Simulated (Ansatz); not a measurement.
Abridged Ansatz (a quantum-chemistry and plane-wave program) output:

```
Pseudopotential: Sb, paw, valence charge 15
Pseudopotential: Al, paw, valence charge 3
Crystal: 2 atoms, lattice volume = 58.352 Å³
Basis set: ecut = 420 eV, 1139 PW (Γ), exchange–correlation on 60×60×60 points (8 copies of the dense FFT grid, shifted against one another)
Bands: 13, of which v1, the nominal top of the filled ones, is band 9 counted from 1 (8 counted from 0)
Symmetry: 24 space group operations
k-points: 84 of 2197 (time reversal used)
Functional: x = pbesol(κ = 0.804, μ = 0.12345679012345678), c = pbesol(β = 0.046)
SCF iter   1: F=—  HF=-6932.876103 eV  |F-HF|=—  |Δ(HF+E_count)|=         —  Δρ=2.94e-3  dr2=7.40e-3  ethr=1.77e-3  ⟨swp⟩=6.2  Hψ=7341  notcnv=0
SCF iter   2: F=—  HF=-6932.873699 eV  |F-HF|=—  |Δ(HF+E_count)|=   2.40e-3  Δρ=1.38e-3  dr2=1.02e-3  ethr=4.11e-5  ⟨swp⟩=1.7  Hψ=1894  notcnv=0
SCF 1 converged in 8 iterations: F = -6932.873790 eV  dr2 = 1.98e-11
SCF converged after 8 iterations
Free energy (F): -6932.873790 eV
Internal energy: -6932.873790 eV  (E = F + TS)
E sigma→0 (E₀):  -6932.873790 eV
Entropy (-TS):   -0.000000 eV (-0.000 meV/atom)
Fermi energy:    6.588167 eV
--- Forces (eV/Å), atoms counted from 1 ---
  atom   1  Sb     0.00000000    -0.00000000     0.00000000
  atom   2  Al    -0.00000000     0.00000000    -0.00000000
--- Stress (GPa, compression-positive) ---
        0.006931      -0.000000      -0.000000
       -0.000000       0.006931       0.000000
        0.000000       0.000000       0.006931
  P = ⅓ Tr σ = 0.0069 GPa (0.069 kbar)
```

Q: What was computed, and what are the main results?

A: AlSb, 2 atoms in the cell, with PBEsol (Ansatz), without spin-orbit coupling. The last SCF converged to F = -6932.873790 eV, or -3466.4369 eV per atom, at a pressure of 0.01 GPa. The total energy compares only with runs of the same code, potentials and settings.

Spin-orbit coupling, missing from the scalar runs, can matter with Sb. No phonon test of stability was made. The cell is AlSb in the zinc blende structure (space group F-43m, No. 216).
